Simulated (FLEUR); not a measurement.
The system is CdSe (Cadmoselite).

```
Cd Se
1.0
     4.30000    0.00000    0.00000
    -2.15000    3.72391    0.00000
     0.00000    0.00000    7.02000
Cd Se
2 2
Direct
  0.66667 0.33333 0.50000
  0.33333 0.66667 0.00000
  0.66667 0.33333 0.88500
  0.33333 0.66667 0.38500
```

Base run:

```yaml
Program: FLEUR MaX-R8.1 (patched build s14)
Functional: Wu-Cohen GGA
Potentials_or_basis: all-electron
Basis: FLAPW
Kmax: 3.95 1/bohr
k_mesh: 7 × 7 × 4
Occupations: fermi-dirac, width 0.05 eV
Spin: no spin polarisation
```

Its results: band gap on the k mesh 0.55 eV, direct.

The run is repeated on the same cell with these changes: program from FLEUR MaX-R8.1 (patched build s14) to FLEUR MaX-R8.1 (later development tree); functional from Wu-Cohen GGA to LDA (von Barth-Hedin). What comes out?

Band gap on the k mesh 0.44 eV, direct.

The runs were made with more than one version of the program.
